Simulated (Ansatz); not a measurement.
Crystal: N.

```
CELL_PARAMETERS angstrom
4.08406 0.00000 0.00000
0.00000 4.08406 0.00000
0.00000 0.00000 5.34591
ATOMIC_POSITIONS crystal
N 0.40428 0.59572 0.50000
N 0.09572 0.09572 0.00000
N 0.59572 0.40428 0.50000
N 0.90428 0.90428 0.00000
```

```yaml
Program: Ansatz 0.2.0
Task: single point
Functional: PBE
Potentials_or_basis: Ansatz PAW
Cutoff: "420 eV (not typed: the program's choice for these potentials)"
k_mesh: 7 × 7 × 5
Occupations: fermi-dirac, width 0.05 eV
Spin: no spin polarisation
```

On this cell: pressure -0.2 GPa; largest force 0.580 eV/Å; band gap on the k mesh 6.95 eV, indirect (least direct gap 7.13 eV).

The same run follows on a disturbed copy (atoms moved at random, drawn with an rms of 0.05 Å):

```xyz
4
Lattice="4.0841 0.0000 0.0000 0.0000 4.0841 0.0000 0.0000 0.0000 5.3459" Properties=species:S:1:pos:R:3 pbc="T T T"
N     1.7097    2.4342    2.6846
N     0.3816    0.3754   -0.0368
N     2.4664    1.6130    2.6615
N     3.7220    3.6837   -0.0286
```

**Question.** What does the disturbed cell give?

**Answer.** The energy moves by +17.2 meV/atom; pressure 1.9 GPa; largest force 4.192 eV/Å; band gap on the k mesh 7.00 eV, indirect (least direct gap 7.18 eV).

Forces on the atoms (eV/Å):
```
N    1.377 -1.512 -0.049
N    2.905  3.021 -0.026
N   -1.382  1.513  0.037
N   -2.901 -3.022  0.038
```

Stress tensor (GPa, compression positive):
```
 2.53  6.09  0.01
 6.09  2.57 -0.10
 0.01 -0.10  0.55
```

Caveats: odd divisions of the mesh miss points on the zone boundary, where band edges often lie, so the gap on the mesh can be too wide.

A k mesh can miss the band edges.
